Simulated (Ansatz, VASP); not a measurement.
SiC (Moissanite): VASP beside Ansatz

The input INCAR:

```
PREC = Accurate ; ENCUT = 520
EDIFF = 1E-6 ; ISMEAR = -1
SIGMA = 0.05 ; LREAL = F
LASPH = T ; NELM = 100
ALGO = Normal ; ISIF = 2
LWAVE = F ; LCHARG = F
GGA = RE ; IVDW = 13
NBANDS = 16
```

KPOINTS

```
regular mesh
0
Gamma
  10 10 5
```

Contents of POSCAR:

```
SiC
1.0
    3.0963714546      0.0000000000      0.0000000000
   -1.5481857273      2.6815363392      0.0000000000
    0.0000000000      0.0000000000      5.0814314379
Si C
2 2
Direct
    0.6666666667      0.3333333333      0.5000000000
    0.3333333333      0.6666666667      0.0000000000
    0.6666666667      0.3333333333      0.8850000000
    0.3333333333      0.6666666667      0.3850000000
```

input.yaml

```yaml
crystal:
  lattice:
    - [3.0963714546, 0.0, 0.0]
    - [-1.5481857273, 2.6815363392, 0.0]
    - [0.0, 0.0, 5.0814314379]
  atoms:
    - { symbol: Si, position: [0.6666666667, 0.3333333333, 0.5] }
    - { symbol: Si, position: [0.3333333333, 0.6666666667, 0.0] }
    - { symbol: C, position: [0.6666666667, 0.3333333333, 0.885] }
    - { symbol: C, position: [0.3333333333, 0.6666666667, 0.385] }
hamiltonian:
  xc: revpbe
  pseudopotentials: { kind: paw }
  dispersion: d4
kpoints:
  mp_grid: { grid: [10, 10, 5] }
scf:
  occupations: { method: fermi_dirac, width: 0.05 }
output:
  forces: true
  stress: true
  eigenvalues: true
```

Alike in both runs: task single point; functional revPBE; dispersion D4; k mesh 10 × 10 × 5; occupations fermi-dirac, width 0.05 eV; no spin polarisation.

|  | VASP | Ansatz |
| --- | --- | --- |
| version | VASP 6.6.1 | Ansatz 0.2.0 |
| potentials or method | VASP PAW PBE potentials, release 64 (Si, C) | Ansatz PAW |
| plane-wave cutoff (eV) | 520 | 420 |
| valence electrons in the cell | 16 | 16 |

```tsv
	VASP	Ansatz	Ansatz less VASP
gap on the k mesh at the Fermi level (eV)	2.54	2.54	+0.005
least direct gap on the mesh (eV)	4.06	4.07	+0.012
pressure (GPa)	-7.2	-6.8	+0.38
largest component of the traceless stress (GPa)	2.35	2.37	+0.022
rms of the force components (eV/Å)	0.406	0.406	+0.0001
dispersion energy (meV/atom)	-634.7	-634.8	-0.09
```

Atom by atom the forces differ by 0.000 eV/Å (rms over components).

Caveats: the PAW data sets were made with another functional, which shifts forces and pressure a little (VASP); an odd mesh through Γ misses points on the zone boundary, where band edges often lie (VASP); odd divisions of the mesh miss points on the zone boundary, where band edges often lie, so the gap on the mesh can be too wide (Ansatz); the PAW data sets come from PBE, with cores solved anew for the run's functional, which leaves a small shift of forces and pressure (Ansatz). A hybrid or GW would open this gap; revPBE tends to underestimate it.
